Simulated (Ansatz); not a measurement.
Gallium (bcc) across density functionals

All rows: Ansatz, plane waves with scalar-relativistic PAW, 420 eV (500 eV for the SCAN forms), relaxed under each functional, no dispersion correction, no zero-point motion. B₀ comes from uniform scaling at fixed shape; a dash is a value not given.

```tsv
functional	V (Å³/atom)	cell	B₀ (GPa)	magnetic state	ΔE to alpha-Ga (Cmce) (meV/atom)
r²SCAN	18.20	a = 3.314 Å	58	spin not included	171
PBEsol	17.98	a = 3.301 Å	60	spin not included	38
LDA	17.38	a = 3.264 Å	65	spin not included	69
revPBE	19.70	a = 3.403 Å	43	spin not included	31
RPBE	19.92	a = 3.415 Å	42	spin not included	29
BLYP	21.92	a = 3.526 Å	28	spin not included	87
```

(1) What does PBE give?

## Answers

(1) V (Å³/atom): 19.18; cell: a = 3.373 Å; B₀ (GPa): 48; magnetic state: spin not included; ΔE to alpha-Ga (Cmce) (meV/atom): 36.
